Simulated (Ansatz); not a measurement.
# Ge: pressure against volume

An exercise on one series of results from a longer session: the logs are not shown, and one member is left open.

Program: Ansatz 0.2.0. Level of theory: DFT PBE, scalar-relativistic. These are calculated values, not measurements.

### Starting point

Symmetry: Fd-3m, No. 227, cubic system. The conventional cell has a = 5.658 Å, b = 5.658 Å, c = 5.658 Å, α = 90.00°, β = 90.00°, γ = 90.00°. Ge (site symmetry -43m) is surrounded by 4 Ge at 2.45 Å.

As a file:

```xyz
2
Lattice="0.0000 2.8288 2.8288 2.8288 0.0000 2.8288 2.8288 2.8288 0.0000" Properties=species:S:1:pos:R:3 pbc="T T T"
Ge    2.8288    2.8288    2.8288
Ge    4.2432    4.2432    4.2432
```

The structure is an experimental refinement, used without relaxation.

Atoms are numbered in the order of the input: Ge1, Ge2.

The first run:

input.yaml reads:

```yaml
crystal:
  lattice:
    - [0.0, 2.7905386918, 2.7905386918]
    - [2.7905386918, 0.0, 2.7905386918]
    - [2.7905386918, 2.7905386918, 0.0]
  atoms:
    - { symbol: Ge, position: [0.5, 0.5, 0.5] }
    - { symbol: Ge, position: [0.75, 0.75, 0.75] }
kpoints:
  mp_grid: { grid: [10, 10, 10] }
scf:
  occupations: { method: fermi_dirac, width: 0.05 }
hamiltonian:
  xc: pbe
  pseudopotentials: { kind: all_electron, lapw: { basis_error: 0.00025 } }
output:
  forces: true
  stress: true
  eigenvalues: true
```

On the command line:

```bash
> ansatz run input.yaml --threads 1 --pin off --max-ram 2048MiB --backend cpu --events-out ev --progress --plain --runs-dir out
```

Among the steps run: Volume × 0.96, LAPW; Volume × 0.96, PAW; Volume × 0.96, crystal datasets; Volume × 0.98, LAPW; Volume × 0.98, PAW; Volume × 1.02, LAPW; Volume × 1.02, PAW; Volume × 1.04, LAPW; Volume × 1.04, PAW; Volume × 1.04, crystal datasets.

One of the session's tables, all rows but one given; the rest of the session is left out.

```
          method  volume (Å³/atom)  pressure (GPa)
            LAPW            21.730            7.03
            LAPW            22.183            5.23
            LAPW            22.636            3.65
            LAPW            23.088            2.23
            LAPW            23.541            0.94
             PAW            21.730               ?
             PAW            22.183            5.24
             PAW            22.636            3.65
             PAW            23.088            2.23
             PAW            23.541            0.94
crystal datasets            21.730            7.03
crystal datasets            22.636            3.65
crystal datasets            23.541            0.94
```

Q: Estimate the row for PAW, 21.730 from the others.

As computed: pressure (GPa): 7.04. In the column «pressure (GPa)» it is the highest.

To keep in mind: Warnings in the runs' records: crystal datasets made.
